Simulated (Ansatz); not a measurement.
## Y: strain energy, fitted

Y, Fm-3m, a = 4.977 Å. This isn't the element's structure at ambient conditions. Ansatz: PBEsol, PAW, 420 eV, Γ-centred 14×14×10 mesh on 2 atoms, Gaussian smearing 0.10 eV; no spin polarisation. Series: equal strain along all axes, cell held, atoms fixed by symmetry; x is the strain in per cent. y is the free energy over the unstrained cell, V0 = 30.820 Å³/atom.

| x (%) | y (meV/atom) |
| --- | --- |
| -3.0 | 34.61 |
| -2.0 | 14.96 |
| -1.0 | 3.60 |
| 0.0 | 0.00 |
| 1.0 | 3.66 |
| 2.0 | ? |
| 3.0 | 30.83 |

Task: Fit y = c2 x² + c3 x³ to the other rows, turn c2 into a modulus, and predict the missing energy.

Result: Least squares on the rows shown. y = 3.6325 x² − 0.069187 x³. In eV per unit strain² c2 is 36.32; the stiffness is B for this strain (E = 9/2 B V0 ε², shape held): 2 × 36.32 × 160.2 / (9 × 30.820) = 42 GPa. The unstrained cell keeps some stress along the strain, worth a slope of 0.11 meV/atom per %, which the form leaves out. At x = 2.0 the fit asked for gives 13.98 meV/atom. The run gave 14.08 meV/atom, so the fit is 0.10 meV/atom too low, within twice the rms miss on the fitted rows (0.09 meV/atom).